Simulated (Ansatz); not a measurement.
CdS (Greenockite), 4 atoms in the cell. The structure is hexagonal, space group P6_3mc (No. 186). The conventional cell has a = 4.150 Å, b = 4.150 Å, c = 6.737 Å, α = 90.00°, β = 90.00°, γ = 120.00°. Cd (site symmetry 3m) has 4 S at 2.53 to 2.54 Å as nearest neighbours. S (site symmetry 3m) is surrounded by 4 Cd at 2.53 to 2.54 Å. 

| Quantity | Value |
| --- | --- |
| Program | Ansatz 0.2.0 |
| Task | single point |
| Functional | PBE |
| Potentials or basis | Ansatz PAW |
| Cutoff | 420 eV (not typed: the program's choice for these potentials) |
| k mesh | 7 × 7 × 4 |
| Occupations | gaussian, width 0.026 eV |
| Spin | no spin polarisation |

Potentials or basis: Ansatz PAW.

The run is started by

```sh
$ ansatz run input.yaml --threads 2 --pin off --max-ram 5632MiB --backend cpu --events-out ev --progress --plain --runs-dir out
```

Hardware: 2 threads of Intel(R) Xeon(R) Processor @ 2.50GHz (Skylake/Cascade Lake), with other jobs on the host.

How long does it take, and how much memory?

It took 5.5 s on 2 threads of Intel(R) Xeon(R) Processor @ 2.50GHz (Skylake/Cascade Lake), with other jobs on the host, peak memory 0.38 GiB. Counts: scf iterations 6, plane waves 1973, k points 24, bands 32.
